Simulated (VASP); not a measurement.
Input:

```xyz
2
Lattice="0.0000 2.9486 2.9486 2.9486 0.0000 2.9486 2.9486 2.9486 0.0000" Properties=species:S:1:pos:R:3 pbc="T T T"
Li     0.0000     0.0000     0.0000
I      2.9486     2.9486     2.9486
```

The numbers are results of HSE06 screened hybrid, VASP's PBE PAW potentials (set 64) (plane waves; VASP), not measurements. Numerical set-up: 520 eV cut-off, 6×6×6 Γ-centred mesh, Gaussian smearing of 0.050 eV, potentials Li_sv I.

Unless said otherwise, spin-orbit coupling is left out, though it shifts the bands of the heavy elements here.

**Question.** Predict the energy per atom (σ→0), band gap (on the k-mesh) with the smallest direct gap where there is one.

**Answer.** 
```
Property                                     Result
-----------------------------------  --------------
band gap (on the k-mesh)                    5.36 eV
smallest direct gap (on the k-mesh)         5.54 eV
energy per atom (σ→0)                -3.340 eV/atom
```

The compound is LiI in the rock salt structure. This cell is one point of a volume scan, at 0.94 of the reference volume. The cell's shape comes from a PBE relaxation.
